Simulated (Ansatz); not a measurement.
# Si4Se: a short molecular-dynamics run

Aim: set Si4Se (an element-swapped structure, 5 atoms, not relaxed) in motion for 30 steps of 1 fs under a Langevin thermostat at 300 K, and see how temperature, energy and positions respond.

Method: DFT PBE, plane waves, PAW, scalar-relativistic, collinear spin, in Ansatz 0.2.0.

## Step 1: The structure to begin with

The cell holds 5 atoms (SeSi4): a = 6.126 Å, b = 6.126 Å, c = 6.126 Å, α = 60.00°, β = 60.00°, γ = 60.00°.

Structure file:

```cif
data_structure
_symmetry_space_group_name_H-M 'P 1'
_symmetry_Int_Tables_number 1
_cell_length_a 6.1264
_cell_length_b 6.1264
_cell_length_c 6.1264
_cell_angle_alpha 60.000
_cell_angle_beta 60.000
_cell_angle_gamma 60.000
_cell_volume 162.59
loop_
_atom_site_label
_atom_site_type_symbol
_atom_site_fract_x
_atom_site_fract_y
_atom_site_fract_z
_atom_site_occupancy
Si1 Si 0.12000 0.12000 0.12000 1
Si2 Si 0.64000 0.12000 0.12000 1
Si3 Si 0.12000 0.12000 0.64000 1
Si4 Si 0.12000 0.64000 0.12000 1
Se1 Se 0.00000 0.00000 0.00000 1
```

## Step 2: Molecular dynamics

input.yaml reads:

```yaml
crystal:
  lattice:
    - [0.0, 4.33201, 4.33201]
    - [4.33201, 0.0, 4.33201]
    - [4.33201, 4.33201, 0.0]
  atoms:
    - { symbol: Si, position: [0.12, 0.12, 0.12], spin: 0.2 }
    - { symbol: Si, position: [0.64, 0.12, 0.12], spin: 0.2 }
    - { symbol: Si, position: [0.12, 0.12, 0.64], spin: 0.2 }
    - { symbol: Si, position: [0.12, 0.64, 0.12], spin: 0.2 }
    - { symbol: Se, position: [0.0, 0.0, 0.0], spin: 0.2 }
kpoints:
  mp_grid: { grid: [3, 3, 3] }
magnetization:
  spin_polarized: true
scf:
  occupations: { method: gaussian, width: 0.1 }
hamiltonian:
  pseudopotentials: { kind: paw }
  xc: pbe
basis:
  ecutwfc: 420
md:
  timestep: 1.0
  n_steps: 30
  ensemble: nvt_langevin
  temperature: 300.0
  initial_velocities: maxwell_boltzmann
  seed: 320597
```

Started as:

```sh
ansatz run input.yaml --threads 2 --pin off --max-ram 2560MiB --backend cpu --events-out ev --progress --plain --runs-dir out
```

The program printed, shortened:

```text
Warning: md: disabling space-group detection — thermal motion breaks the input geometry's symmetry, so no spatial operation reduces the k-mesh or symmetrises the density; time reversal is kept, so that k and −k are solved as one point where they differ and the mesh holds both, and exact [...]
Warning: RAYON_NUM_THREADS=2 ignored (pool sized by the plan → 2); use --threads N
[...]
Pseudopotentials: kind: paw
Pseudopotential: Si, paw, valence charge 4, recommended cutoff 420 eV (normal), Si.paw.azcp
Pseudopotential: Se, paw, valence charge 16, recommended cutoff 420 eV (normal), Se.paw.azcp
Functional definition: PBE
[...]
Crystal: 5 atoms, lattice volume = 162.592 Å³
Basis set: ecut = 420 eV, 3143 PW (Γ), exchange–correlation on 90×90×90 points (8 copies of the dense FFT grid, shifted against one another)
Bands: 22, of which v1, the nominal top of the filled ones, is band 16 counted from 1 (15 counted from 0)
Symmetry: 1 space group operations
k-points: 14 of 27 (time reversal used)
[...]
Starting moments: Σ|m| = 1 μB on 5 of 5 sites
[...]
SCF iter   1: F=—  HF=-7990.501759 eV  |F-HF|=—  |Δ(HF+E_count)|=         —  Δρ=1.57e-2 (↑1.57e-2 ↓1.57e-2)  dr2=1.08e0  dr2_m=7.80e-2  M=0.074 μB ∫|m|=0.080 μB  β_m=0.30  ethr=3.10e-3  ⟨swp⟩=6.9  Hψ=3596  notcnv=0
[...]
spin=Collinear: Resta preconditioning applied to the charge; magnetization (m = ρ↑ − ρ↓) channel mixes plain (no charge-response kernel on spin).
[...]
spin-set hold released at iteration 7 (site moments contracting): the magnetisation degrees of freedom join the quasi-Newton model from the next iteration; the mixer history was flushed
[...]
WARN: the starting moments were not kept: the SCF closed with an absolute magnetisation of 1.5e-6 μB, where they sum to 1 μB in size (5 sites). That is at most 0.1 of that sum. Measured as dr2_m measures the in/out step, that magnetisation stands 9.2e-14 eV from none, at or under the [...]
md step     0: t =     0.00 fs  T =   240.0 K  F+E_penalty+E_count = -7990.19019322 eV  E_kin = 0.155112 eV  (15 SCF iters)
[...]
Starting moments: Σ|m| = 1 μB on 5 of 5 sites; this step starts from the density that it was given
[...]
spin=Collinear: Resta preconditioning applied to the charge; magnetization (m = ρ↑ − ρ↓) channel mixes plain (no charge-response kernel on spin).
[...]
SCF iter   5: F=—  HF=-7990.365914 eV  |F-HF|=—  |Δ(HF+E_count)|=   2.87e-5  Δρ=1.92e-6 (↑1.92e-6 ↓1.82e-6)  dr2=4.68e-8  dr2_m=4.32e-10  M=-0.000 μB ∫|m|=0.000 μB  β_m=0.78  ethr=1.49e-9  ⟨swp⟩=2.6  Hψ=979  notcnv=0
```

## Step 3: More of the same log

Output, continued, shortened:

```text
SCF iter   6: F=—  HF=-7990.365914 eV  |F-HF|=—  |Δ(HF+E_count)|=   2.88e-8  Δρ=8.93e-7 (↑8.90e-7 ↓8.93e-7)  dr2=1.02e-8  dr2_m=6.49e-11  M=-0.000 μB ∫|m|=0.000 μB  β_m=0.84  ethr=1.56e-11  ⟨swp⟩=5.0  Hψ=2321  notcnv=0
[...]
md step     1: t =     1.00 fs  T =   503.0 K  F+E_penalty+E_count = -7990.36591421 eV  E_kin = 0.325079 eV  (7 SCF iters)
[...]
md step     8: t =     8.00 fs  T = 13088.2 K  F+E_penalty+E_count = -7998.99157918 eV  E_kin = 8.458928 eV  (5 SCF iters)
[...]
md step    15: t =    15.00 fs  T = 20572.8 K  F+E_penalty+E_count = -8005.55128905 eV  E_kin = 13.296201 eV  (7 SCF iters)
[...]
md step    22: t =    22.00 fs  T =  8038.3 K  F+E_penalty+E_count = -7999.04722743 eV  E_kin = 5.195147 eV  (5 SCF iters)
[...]
md step    29: t =    29.00 fs  T =  7367.5 K  F+E_penalty+E_count = -7998.92440606 eV  E_kin = 4.761610 eV  (5 SCF iters)
[...]
Spin contamination: 0.0000 ħ² per cell (⟨S²⟩ above its minimum at these occupations)
Per-site moments (μB) at R_I (Å): [(-1.9208892754335135e-7, 0.7809908498666203), (-8.750647549201103e-9, 0.7876709898848504), (4.6273370012293266e-8, 0.7876709898848504), (1.7857991413394787e-7, 0.7809908498666203), (1.7528382590774077e-7, 1.042336017173039)]
Free energy (F): -8000.963128 eV
[...]
E sigma→0 (E₀):  -8000.962997 eV
Entropy (-TS):   -0.000263 eV (-0.053 meV/atom)
Fermi energy:    2.758001 eV
[...]
--- Forces (eV/Å), atoms counted from 1 ---
  atom   1  Si    -7.98758003    -6.81687088   -10.10678979
  atom   2  Si    -9.51421908     5.90099708     8.07397146
  atom   3  Si     9.03759988     8.44351935    -8.38215697
  atom   4  Si     8.43967472    -7.53741361    10.35439317
  atom   5  Se     0.02456608     0.00980332     0.06060664
[...]
--- Band table (eV; the first three rows and the last of 28) ---
[... band rows left out ...]
[...]
--- MD trajectory: 30 steps, t = 0.0 → 30.0 fs ---
  final state: T = 10185.9 K   F+E_penalty+E_count = -8000.96312833 eV   E_kin = 6.583159 eV
```

Wall time 1.8 min (2 threads of Arm Neoverse V2, shared host); peak memory 0.48 GiB.

## Step 4: The trajectory

The trajectory, every 3 steps (energies from step 0); msd is the mean square displacement from the start, the centre of mass held:

```csv
time (fs),T (K),potential energy change (meV/atom),msd Si (Å²),msd Se (Å²)
0.0,240,0.0,0.000,0.000
3.0,2813,-344.1,0.001,0.000
6.0,8871,-1171.5,0.011,0.000
9.0,14950,-2030.8,0.045,0.000
12.0,19051,-2691.9,0.117,0.000
15.0,20573,-3072.2,0.234,0.000
18.0,19005,-3016.4,0.392,0.001
21.0,11405,-2189.3,0.564,0.001
24.0,2238,-1014.7,0.687,0.001
27.0,2108,-1005.2,0.693,0.001
30.0,10186,-2154.6,0.584,0.002
```

time (fs), T (K) and a bar:
```
      0.0        240 
      1.0        503 
      3.0       2813 ####
      4.0       4693 #######
      5.0       6778 ##########
      7.0      10965 ################
      8.0      13088 ###################
      9.0      14950 ######################
     10.0      16475 ########################
     12.0      19051 ############################
     13.0      20044 #############################
     14.0      20454 ##############################
     16.0      20585 ##############################
     17.0      20092 #############################
     18.0      19005 ############################
     20.0      14498 #####################
     21.0      11405 ################
     22.0       8038 ###########
     23.0       4772 #######
     25.0        729 #
     26.0        660 #
     27.0       2108 ###
     29.0       7367 ###########
     30.0      10186 ###############
```

## Step 5: Snapshots as a file

Extended XYZ, with forces in eV/Å:

```xyz
5
Lattice="0.000 4.332 4.332 4.332 0.000 4.332 4.332 4.332 0.000" Properties=species:S:1:pos:R:3:forces:R:3 pbc="T T T" time_fs=4.0 T=4693 dE=-2.9473
Si    1.074    1.049    1.058    9.085    8.788    8.879
Si    1.072    3.270    3.256    8.327   -8.109   -8.328
Si    3.266    3.289    1.082   -8.930   -8.729    9.103
Si    3.263    1.061    3.257   -8.428    8.399   -8.576
Se   -0.004   -0.001    0.003   -0.053   -0.349   -1.078
5
Lattice="0.000 4.332 4.332 4.332 0.000 4.332 4.332 4.332 0.000" Properties=species:S:1:pos:R:3:forces:R:3 pbc="T T T" time_fs=8.0 T=13088 dE=-8.8014
Si    1.154    1.099    1.123    5.839    5.417    5.635
Si    1.145    3.205    3.177    5.157   -4.858   -5.162
Si    3.195    3.235    1.171   -5.574   -5.323    5.799
Si    3.186    1.129    3.174   -5.112    5.006   -5.273
Se   -0.009   -0.003    0.003   -0.310   -0.241   -0.999
5
Lattice="0.000 4.332 4.332 4.332 0.000 4.332 4.332 4.332 0.000" Properties=species:S:1:pos:R:3:forces:R:3 pbc="T T T" time_fs=11.0 T=17862 dE=-12.4950
Si    1.239    1.154    1.190    3.718    3.368    3.560
Si    1.215    3.142    3.098    3.298   -3.074   -3.348
Si    3.123    3.174    1.256   -3.494   -3.282    3.653
Si    3.111    1.197    3.095   -3.229    3.094   -3.346
Se   -0.014   -0.006    0.001   -0.293   -0.105   -0.520
5
Lattice="0.000 4.332 4.332 4.332 0.000 4.332 4.332 4.332 0.000" Properties=species:S:1:pos:R:3:forces:R:3 pbc="T T T" time_fs=15.0 T=20573 dE=-15.3611
Si    1.366    1.238    1.287    1.408    1.197    1.266
Si    1.316    3.047    2.980    0.960   -1.009   -1.201
Si    3.015    3.083    1.387   -1.081   -0.829    1.026
Si    2.997    1.299    2.977   -1.017    0.706   -0.987
Se   -0.022   -0.010   -0.004   -0.270   -0.066   -0.105
5
Lattice="0.000 4.332 4.332 4.332 0.000 4.332 4.332 4.332 0.000" Properties=species:S:1:pos:R:3:forces:R:3 pbc="T T T" time_fs=19.0 T=16973 dE=-14.1684
Si    1.491    1.321    1.388   -3.528   -1.921   -3.865
Si    1.416    2.948    2.863   -4.927    2.189    3.832
Si    2.908    2.988    1.519    4.351    3.363   -4.878
Si    2.885    1.395    2.859    4.218   -3.616    4.911
Se   -0.031   -0.013   -0.010   -0.114   -0.015   -0.001
5
Lattice="0.000 4.332 4.332 4.332 0.000 4.332 4.332 4.332 0.000" Properties=species:S:1:pos:R:3:forces:R:3 pbc="T T T" time_fs=22.0 T=8038 dE=-8.8570
Si    1.571    1.377    1.449  -10.132   -6.507  -11.262
Si    1.470    2.884    2.791  -12.849    6.585   10.406
Si    2.847    2.931    1.598   11.709    9.445  -12.325
Si    2.818    1.451    2.790   11.333   -9.517   13.140
Se   -0.037   -0.015   -0.013   -0.060   -0.006    0.042
5
Lattice="0.000 4.332 4.332 4.332 0.000 4.332 4.332 4.332 0.000" Properties=species:S:1:pos:R:3:forces:R:3 pbc="T T T" time_fs=26.0 T=660 dE=-4.0671
Si    1.625    1.422    1.472  -14.998  -10.959  -17.554
Si    1.480    2.835    2.750  -18.268   10.211   14.883
Si    2.827    2.899    1.638   16.949   14.694  -16.708
Si    2.791    1.478    2.764   16.334  -13.948   19.325
Se   -0.045   -0.021   -0.016   -0.017    0.002    0.054
5
Lattice="0.000 4.332 4.332 4.332 0.000 4.332 4.332 4.332 0.000" Properties=species:S:1:pos:R:3:forces:R:3 pbc="T T T" time_fs=30.0 T=10186 dE=-10.7729
Si    1.599    1.409    1.406   -7.988   -6.817  -10.107
Si    1.401    2.841    2.786   -9.514    5.901    8.074
Si    2.890    2.941    1.595    9.038    8.444   -8.382
Si    2.846    1.434    2.830    8.440   -7.537   10.354
Se   -0.052   -0.030   -0.017    0.025    0.010    0.061
```

## Step 6: Summary of results

| quantity | value |
| --- | --- |
| length | 30 steps of 1 fs |
| temperature, first and last step | 240 and 10186 K |
| temperature, second half | mean 10229 K, from 660 to 20585 K |
| potential energy, second half | -1995 meV/atom from the start |
| mean square displacement, second half | Si 0.544, Se 0.001 Å² |

In words: Against a set 300 K the second half averages 10229 K, going from 20573 to 10186 K over that half; the potential energy of that half lies 1995 meV/atom under the start, so the atoms have moved to lower-lying arrangements, and the energy set free heats the cell. The farthest move is 0.85 Å against a mean nearest distance of 1.8 Å: a large displacement, and the run is too short to tell whether atoms leave their places. Settings off the usual here: magnetization. A run of 30 fs with 5 atoms shows the motion but fixes no equilibrium value.
